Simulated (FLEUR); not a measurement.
Ga:

```
Ga
1.0
    -1.38440    1.38440    2.31122
     1.38440   -1.38440    2.31122
     1.38440    1.38440   -2.31122
Ga
1
Direct
  0.00000 0.00000 0.00000
```

This isn't the form of Ga at room conditions, which is orthorhombic.

| Item | Value |
| --- | --- |
| Program | FLEUR MaX-R8.1 (later development tree) |
| Task | single point |
| Functional | PBEsol |
| Potentials or basis | all-electron |
| Basis | FLAPW |
| Kmax | 4.14 1/bohr |
| k mesh | 13 × 13 × 13 |
| Occupations | fermi-dirac, width 0.05 eV |
| Spin | no spin polarisation |
| Gmax | 12.8 1/bohr |
| Muffin-tin radii | Ga 2.37 bohr |
| lmax | Ga 10 |
| lnonsphr | Ga 10 |
| Local orbitals a species | Ga 6 |
| Max iterations | 60 |
| Mixing factor | 0.05 |
| Mixer | Anderson |
| Mixer history | 15 |

On this cell: band gap on the k mesh none (metal or under the smearing width).

The same run follows on a disturbed copy (cell strained at random at fixed volume):

```
CELL_PARAMETERS angstrom
-1.34574 1.36748 2.27974
1.38532 -1.38141 2.31180
1.38426 1.41993 -2.28809
ATOMIC_POSITIONS crystal
Ga 0.00017 0.01188 0.01187
```

Task: What does the disturbed cell give?

Result: The energy (extrapolated to zero smearing) moves by +0.4 meV/atom; band gap on the k mesh none (metal or under the smearing width).
